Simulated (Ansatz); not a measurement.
**Ni: relaxation of cell and atoms with PBE+D3(BJ)**

Crystal: Ni.

```
Ni
1.0
     0.00000    1.73757    1.73757
     1.73757    0.00000    1.73757
     1.73757    1.73757    0.00000
Ni
1
Direct
  0.00000 0.00000 0.00000
```

```json
{
 "Program": "Ansatz 0.2.0",
 "Task": "relaxation of cell and atoms",
 "Functional": "PBE",
 "Dispersion": "D3(BJ)",
 "Potentials or basis": "Ansatz PAW",
 "Cutoff": "420 eV (not typed: the program's choice for these potentials)",
 "k mesh": "13 × 13 × 13",
 "Occupations": "fermi-dirac, width 0.05 eV",
 "Spin": "collinear spin, ferromagnetic start",
 "Starting moments": "[1.0] μB"
}
```

```json
{"Relaxed volume": "10.52 Å³/atom", "Relaxed cell": "a = 2.459 Å, b = 2.459 Å, c = 2.459 Å, α = 60.00°, β = 60.00°, γ = 60.00°", "Space group after relaxing (to 0.05 Å)": "Fm-3m (No. 225)", "Energy gained by relaxing": "0.0 meV/atom", "Ionic steps": "4", "Pressure after relaxing": "0.0 GPa", "Net moment": "0.63 μB per cell", "Absolute moment": "0.71 μB per cell", "Site moments": "Ni +0.67 μB"}
```

Final structure:
```yaml
crystal:
  lattice:
    - [0.00000, 1.73902, 1.73902]
    - [1.73902, 0.00000, 1.73902]
    - [1.73902, 1.73902, 0.00000]
  atoms:
    - { symbol: Ni, position: [0.00000, 0.00000, 0.00000] }
```

Wall time 5.7 s on 2 threads of Intel(R) Xeon(R) Platinum 8259CL CPU @ 2.50GHz (Skylake/Cascade Lake), with other jobs on the host, peak memory 0.35 GiB.

Caveat: the plane-wave basis is chosen anew once the cell has moved, so the energies of steps on either side of that aren't comparable.
